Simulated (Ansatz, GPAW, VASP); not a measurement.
C: 3 runs at one level of theory

```
C
1.0
     0.00000    1.78337    1.78337
     1.78337    0.00000    1.78337
     1.78337    1.78337    0.00000
C
2
Direct
  0.75000 0.75000 0.75000
  0.50000 0.50000 0.50000
```

Alike in all runs: task single point; functional PBE; k mesh 13 × 13 × 13; occupations gaussian, width 0.012 eV; no spin polarisation; no spin-orbit coupling. Pressure is positive in compression and, in plane waves, holds the error of the finite cutoff.

```json
{"program and potentials": "Ansatz, all-electron LAPW, scalar-relativistic", "plane-wave cutoff (eV)": "-", "notes": "-", "pressure (GPa)": "1.75"}
{"program and potentials": "GPAW, GPAW PAW data sets (gpaw-data 1.2.1)", "plane-wave cutoff (eV)": "800", "notes": "-", "pressure (GPa)": "1.42"}
{"program and potentials": "VASP, PBE PAW files C, 520 eV", "plane-wave cutoff (eV)": "520", "notes": "-", "pressure (GPa)": "2.46"}
```

The pressure spans 1.42 (GPAW, GPAW PAW data sets (gpaw-data 1.2.1)) to 2.46 GPa (VASP, PBE PAW files C, 520 eV), with all-electron results at 1.75.

The functional is the same throughout but for its coding, so the spread measures potentials, basis and numerics; runs on potential files found faulty are left out.
